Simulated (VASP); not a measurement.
Input of a VASP 6.6.1 run:

INCAR

```
PREC     = Accurate       # precision mode
ENCUT    = 600            # plane-wave cutoff, eV
EDIFF    = 1E-7           # SCF threshold, eV
ISMEAR   = 0              # smearing method
SIGMA    = 0.03           # smearing width, eV
LREAL    = F              # projectors in reciprocal space
LASPH    = T              # aspherical terms in the spheres
NELM     = 80             # most SCF steps
ALGO     = Normal         # electronic algorithm
ISIF     = 3              # what is computed and relaxed
LWAVE    = F              # write WAVECAR
LCHARG   = F              # write CHGCAR
METAGGA  = R2SCAN         # meta-GGA
LMIXTAU  = T            
IBRION   = 2              # ionic algorithm
NSW      = 90             # ionic steps
EDIFFG   = -0.005         # ionic threshold
```

Contents of KPOINTS:

```
Automatic mesh
0
Gamma
  9 9 6
```

The input POSCAR:

```
Se                                      
1.0
    4.5010656177      0.0000000000      0.0000000000
   -2.2505328088      3.8980371690      0.0000000000
    0.0000000000      0.0000000000      4.9944494607
  Se            
     3
Direct
     0.2171437412086163    0.0000000000000000    0.3333333332999970
     0.0000000000000000    0.2171437412086163    0.6666666667000030
     0.7828562587913837    0.7828562587913837    0.0000000000000000
```

Potentials or basis: VASP PAW PBE potentials, release 64 (Se).

The run is started by

```bash
$ cat potpaw_PBE.64/Se/POTCAR > POTCAR
$ mpirun -np 1 vasp_std > vasp.out
```

Predict the relaxed cell.

a = 4.502 Å, b = 4.502 Å, c = 4.989 Å, α = 90.00°, β = 90.00°, γ = 120.00°.

What does it give for the band gap on the k mesh?

1.33 eV, indirect (least direct gap 1.58 eV).

Predict the space group after relaxing (to 0.05 Å).

P3_121 (No. 152).

Final structure:
```
CELL_PARAMETERS angstrom
4.50185 0.00000 0.00000
-2.25093 3.89872 0.00000
0.00000 0.00000 4.98896
ATOMIC_POSITIONS crystal
Se 0.21737 0.00000 0.33333
Se 0.00000 0.21737 0.66667
Se 0.78263 0.78263 0.00000
```

Caveat: an odd mesh through Γ misses points on the zone boundary, where band edges often lie.
